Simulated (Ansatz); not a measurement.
## Kick test of a cell of AlN

The cell was reached from a generator's guess, though it ends in a space group that the Crystallography Open Database lists for this formula.

Theory: Ansatz, DFT PBE, scalar-relativistic, plane waves, PAW. Cutoff 420 eV; k points 10×10×10 on the computed 2-atom cell (Γ-centred); Gaussian smearing, width 0.02 eV; no spin polarisation.

The cell below (2 atoms, space group Fm-3m (No. 225)) is relaxed within its symmetry.

```xyz
2
Lattice="0.0000 2.0354 2.0354 2.0354 0.0000 2.0354 2.0354 2.0354 0.0000" Properties=species:S:1:pos:R:3 pbc="T T T"
Al    0.0000    0.0000    0.0000
N     2.0354    2.0354    2.0354
```

For the test a repeat of it with 4 atoms (edges 2.88, 2.88, 4.99 Å) was strained at random (σ = 1.5 % a component), the atoms were moved at random (σ = 0.15 Å), and all was relaxed again on a coarse 6×6×6 mesh (in the run’s order of axes) with 0.10 eV smearing, with no symmetry imposed.

**Question.** What happens?

**Answer.** It returns, within 1 meV/atom of the unmoved cell on that mesh and with the same symmetry when read at 0.1 Å. No instability shows in this cell; modes of other wave vectors, which need another repeat, aren't tested.
